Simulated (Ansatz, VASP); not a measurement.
**One calculation of BN, two programs**

The input POSCAR:

```
BN
1.0
    0.0000000000      1.7865820670      1.7865820670
    1.7865820670      0.0000000000      1.7865820670
    1.7865820670      1.7865820670      0.0000000000
B N
1 1
Direct
    0.0000000000      0.0000000000      0.0000000000
    0.7500000000      0.7500000000      0.7500000000
```

Contents of INCAR.step1:

```
SYSTEM = BN
PREC     = Accurate       ! precision mode
ENCUT    = 520            ! plane-wave cutoff, eV
ISMEAR   = 0              ! smearing method
SIGMA    = 0.02           ! smearing width, eV
LREAL    = .False.        ! projectors in reciprocal space
LASPH    = .True.         ! aspherical terms in the spheres
NELM     = 60             ! most SCF steps
NBANDS   = 11             ! bands
GGA      = PE             ! functional
ALGO     = Normal         ! electronic algorithm
EDIFF    = 1E-4           ! SCF threshold, eV
LWAVE    = .True.         ! write WAVECAR
LCHARG   = .False.        ! write CHGCAR
```

File INCAR.step2:

```
SYSTEM = BN
PREC     = Accurate       ! precision mode
ENCUT    = 520            ! plane-wave cutoff, eV
EDIFF    = 1E-7           ! SCF threshold, eV
ISMEAR   = 0              ! smearing method
SIGMA    = 0.02           ! smearing width, eV
LREAL    = .False.        ! projectors in reciprocal space
LASPH    = .True.         ! aspherical terms in the spheres
NELM     = 60             ! most SCF steps
ALGO     = Normal         ! electronic algorithm
ISIF     = 2              ! what is computed and relaxed
LWAVE    = .False.        ! write WAVECAR
LCHARG   = .False.        ! write CHGCAR
METAGGA  = R2SCAN         ! meta-GGA
LMIXTAU  = .True.       
NBANDS   = 11             ! bands
ISTART   = 1
```

The input KPOINTS:

```
regular mesh
0
Gamma
  12 12 12
  0 0 0
```

Input for Ansatz:

```yaml
crystal:
  lattice:
    - [0.0, 1.7865820678, 1.7865820678]
    - [1.7865820678, 0.0, 1.7865820678]
    - [1.7865820678, 1.7865820678, 0.0]
  atoms:
    - { symbol: B, position: [0.0, 0.0, 0.0] }
    - { symbol: "N", position: [0.75, 0.75, 0.75] }
basis:
  ecutwfc: 500
kpoints:
  mp_grid: { grid: [12, 12, 12] }
hamiltonian:
  xc: r2scan
scf:
  occupations: { method: gaussian, width: 0.02 }
output:
  forces: true
  stress: true
  eigenvalues: true
```

Alike in both runs: task single point; functional r2SCAN; k mesh 12 × 12 × 12; occupations gaussian, width 0.02 eV; no spin polarisation.

|  | VASP | Ansatz |
| --- | --- | --- |
| version | VASP 6.6.1 | Ansatz 0.2.0 |
| potentials or method | VASP PAW PBE potentials, release 64 (B, N) | scalar-relativistic, plane waves, PAW |
| plane-wave cutoff (eV) | 520 | 500 |
| valence electrons in the cell | 8 | 8 |

Ansatz gave:

* gap on the k mesh at the Fermi level (eV): 5.04
* least direct gap on the mesh (eV): 9.74
* pressure (GPa): 12.7

Which values does VASP return?

gap on the k mesh at the Fermi level (eV): 5.02; least direct gap on the mesh (eV): 9.70; pressure (GPa): 13.9.

Caveats: the PAW data sets were made with another functional, which shifts forces and pressure a little (VASP). A k mesh can miss the band edges. r2SCAN opens gaps a little over a GGA but as a rule still falls short of measured ones.
